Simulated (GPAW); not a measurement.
Write an ASE script for GPAW 26.7.0 that does the following.

* Task: band structure
* Functional: r2SCAN
* Potentials or basis: GPAW PAW data sets (gpaw-data 1.2.1)
* Cutoff: 600 eV
* Basis: pw
* k mesh: 12 × 12 × 12
* Occupations: fermi-dirac, width 0.05 eV
* Spin: spin-orbit coupling, no magnetisation
* Maxiter: 150
* Band path: GXWKGLUWLK,UX
* Band points: 80
* spin axis theta (degrees): 0
* spin axis phi (degrees): 0
* Soc after scf: second variation without the xc potential

The structure of Ir lies in Ir.cif:

```cif
data_Ir
_cell_length_a 2.70906750
_cell_length_b 2.70906750
_cell_length_c 2.70906750
_cell_angle_alpha 60.00000000
_cell_angle_beta 60.00000000
_cell_angle_gamma 60.00000000
_space_group_name_H-M_alt 'P1'
_space_group_name_Hall 'P 1'
_space_group_IT_number 1
loop_
_space_group_symop_operation_xyz
'x,y,z'
loop_
_atom_site_label
_atom_site_type_symbol
_atom_site_symmetry_multiplicity
_atom_site_Wyckoff_symbol
_atom_site_fract_x
_atom_site_fract_y
_atom_site_fract_z
_atom_site_occupancy
Ir1 Ir 1 a 0.0000000000 0.0000000000 0.0000000000 1
```

One way to write it, as run:

run.py

```python
import numpy as np
from ase.dft.bandgap import bandgap
from ase.io import read, write
from ase.units import GPa
from gpaw import GPAW, PW
from gpaw.spinorbit import soc_eigenstates

atoms = read('Ir.cif')

calc = GPAW(mode=PW(600),
            xc='MGGA_X_R2SCAN+MGGA_C_R2SCAN',
            kpts={'size': (12, 12, 12), 'gamma': True},
            occupations={'name': 'fermi-dirac', 'width': 0.05},
            nbands=16,
            convergence={'density': 1e-05, 'energy': 1e-05},
            maxiter=150,
            txt='gpaw.txt')
atoms.calc = calc
energy = atoms.get_potential_energy()
forces = atoms.get_forces()
stress = atoms.get_stress()
calc.write('gs.gpw')
write('result.traj', atoms)
print(f'Energy: {energy:.6f} eV')
print('Forces (eV/A):')
print(forces.round(4))
print('Stress (GPa):', (stress / GPa).round(3))
print('Fermi level:', round(calc.get_fermi_level(), 4), 'eV')
print(f'Gap: {bandgap(calc)[0]:.4f} eV, direct: {bandgap(calc, direct=True)[0]:.4f} eV')

path = atoms.cell.bandpath('GXWKGLUWLK,UX', npoints=80, eps=1e-4)
bs_calc = calc.fixed_density(kpts=path, symmetry='off', nbands=24,
                             convergence={'bands': 'CBM+6.0', 'eigenstates': 1e-6}, txt='bands.txt')
bs = bs_calc.band_structure()
bs.write('bs.json')
print(f'Gap on the path: {bandgap(bs_calc)[0]:.4f} eV')

soc = soc_eigenstates(bs_calc, theta=0, phi=0, ignore_xc_potential=True)
np.savetxt('soc_bands.dat', soc.eigenvalues(), fmt='%.4f')
mesh = soc_eigenstates('gs.gpw', theta=0, phi=0, ignore_xc_potential=True)
np.savetxt('soc_mesh.dat', mesh.eigenvalues(), fmt='%.4f')
print('Fermi level with spin-orbit coupling:', round(mesh.fermi_level, 4), 'eV')
```

Potentials or basis: GPAW PAW data sets (gpaw-data 1.2.1), pw.

The run is started by

```sh
$ OMP_NUM_THREADS=1 python run.py
```

It gave:

```json
{"Pressure": "4.4 GPa", "Band gap along the path": "none (metal or under the smearing width)"}
```

Caveat: spin-orbit coupling was added after a scalar SCF, so levels and gaps hold it while energy, forces, pressure and moments don't; this program's spin-orbit splittings come out too wide for heavy elements; the PAW data sets were made with another functional, which shifts forces and pressure a little.

Wall time 38 s on 1 thread of Arm Neoverse V2, on a shared host, peak memory 0.35 GiB.
